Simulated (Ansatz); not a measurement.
Ansatz run, Cs

The input, for Ansatz 0.2.0 (plane waves, PAW):

```yaml
crystal:
  lattice:
    - [0.0, 2.818963, 2.818963]
    - [2.818963, 0.0, 2.818963]
    - [2.818963, 2.818963, 0.0]
  atoms:
    - { symbol: Cs, position: [0.0, 0.0, 0.0] }
  symmetry: { tolerance: 0.0003 }
kpoints:
  mp_grid: { grid: [3, 3, 3], shift: [0, 0, 0] }
magnetization:
  spin_polarized: false
scf:
  occupations: { method: gaussian, width: 0.1421 }
hamiltonian:
  pseudopotentials: { kind: paw }
  xc: hse06
basis:
  ecutwfc: 420
  fft_grid_basis: typed
output:
  forces: true
  stress: true
  eigenvalues: true
  bader: true
  populations: true
  elf: true
  write_potential: true
  volumetric_format: npy
  dos:
    e_range: [-12, 8]
    de: 0.05
    projected: { site_lists: { Cs: [Cs] } }
```

Output (shortened):

```
Free energy (F): -5674.8741 eV
Frozen-core exchange: fock
Harris-Foulkes:  -5674.8741 eV  (|F-HF|=3.70e-9)
Internal energy: -5674.8548 eV  (E = F + TS)
E sigma→0 (E₀):  -5674.8644 eV
Entropy (-TS):   -0.0192 eV (-19.224 meV/atom)
Fermi energy:    8.4904 eV
--- Per-component energies (eV) ---
  E_band       = -44.3503
  E_kinetic    = 144.0063
  E_local      = -197.4179  (includes V_loc(G=0)·N_el)
  E_nonlocal   = 31.0703
  E_hartree    = 68.5633
  E_xc         = -140.4012
  E_vxc        = -102.4601  (∫ρ·V_xc dr)
  E_exx        = -15.7775  (= α·E_x^exact, valence–valence)
  E_paw        = -5090.4833  (= ΣΔE_a)
  E_vpaw       = -25.1192  (= ΣTr[D̂ρ^β])
  E_aug_tail   =  0.0000  (compensation charges beyond the density's cutoff)
  E_ewald      = -474.2570
  E_core_change = -0.1578  (= ΣΔE_core)
  E_smearing   = -0.0192  (= −TS)
--- Stress (GPa, compression-positive) ---
        6.7734       0.0000       0.0000
        0.0000       6.7734       0.0000
        0.0000       0.0000       6.7734
  P = ⅓ Tr σ = 6.7734 GPa (67.734 kbar)
--- Löwdin populations: 1 site ---
  site symbol       q [e]
     0     Cs      8.6237
  spilling = 0.0418 (of n_electrons = 9.0000)
```

Origin: a known structure type with other elements, at an estimated volume, so it need not be a known compound. Caveats: the exchange threshold is loose for a stress; the SCF threshold is loose for a stress; many states at the Fermi level without spin polarisation, so a magnetic state may lie lower; hybrid functional on a coarse k mesh.
